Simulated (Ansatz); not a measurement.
**Computed properties of CdO**

```
Cd O
1.0
     0.00000    2.36099    2.36099
     2.36099    0.00000    2.36099
     2.36099    2.36099    0.00000
Cd O
1 1
Direct
  0.00000 0.00000 0.00000
  0.50000 0.50000 0.50000
```

Atoms are numbered in the order listed.

The cell is the one relaxed in the Materials Project (mp-1132), not relaxed further here; entries there can be hypothetical.

Methods: DFT, PBE, all-electron LAPW, scalar-relativistic (Ansatz 0.2.0); DFT, PBE, PAW with Ansatz's default frozen-core files, scalar-relativistic (Ansatz 0.2.0).

For LAPW: a Γ-centred 13×13×13 k mesh, Fermi–Dirac smearing of 0.05 eV, basis error target 0.25 meV/atom, no spin polarisation. PAW takes a cutoff of 420 eV at this cell. The Ansatz runs share mesh, smearing and spin set-up. Values come from LAPW unless marked.

```yaml
Density_of_states_at_the_Fermi_level_0.2_eV_bin: 0.01 states/eV per cell
Löwdin_charges_with_0.18_e_of_the_cell_spilling_out_of_the_atomic_basis_so_their_sizes_and_signs_hang_on_that_basis: Cd1 1.35, O2 -1.18 e
Bader_charges_from_the_PAW_run: Cd1 +1.17, O2 -1.17 e
Volume_per_atom: 13.16 Å³
```

Pressure at this cell: what does the calculation give?

38.9 kbar.

Give the computed value. Band gap.

none: bands cross the Fermi level, a metal.
